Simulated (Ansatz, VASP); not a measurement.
# La in VASP and in Ansatz

```
La
1.0
     3.68643    0.00000    0.00000
    -1.84322    3.19254    0.00000
     0.00000    0.00000    5.96710
La
2
Direct
  0.33333 0.66667 0.25000
  0.66667 0.33333 0.75000
```

Change from the starting cell: volume scaled by 0.95, crystal datasets.

Alike in both runs: task electric field gradients; functional PBE; k mesh 11 × 11 × 6; occupations fermi-dirac, width 0.05 eV; no spin polarisation.

|  | VASP | Ansatz |
| --- | --- | --- |
| version | VASP 6.6.1 | Ansatz 0.2.0 |
| potentials or method | VASP PAW PBE potentials, release 64 (La), cutoff 520 eV | all-electron PAW with datasets made for the crystal, scalar-relativistic |

Ansatz gave:

- pressure (GPa): 1.9
- Vzz of the field gradient on the site that differs most (V/Å²): 13.0

Task: Estimate VASP's values.

Result: Pressure (GPa): 2.0; Vzz of the field gradient on the site that differs most (V/Å²): 14.6.

Ansatz ran all-electron here, so the differences hold the error of VASP's frozen core and of both bases. Ansatz warned: «gradients_without_spin_orbit».

The runs have no spin-orbit coupling, so splittings on La are missing.
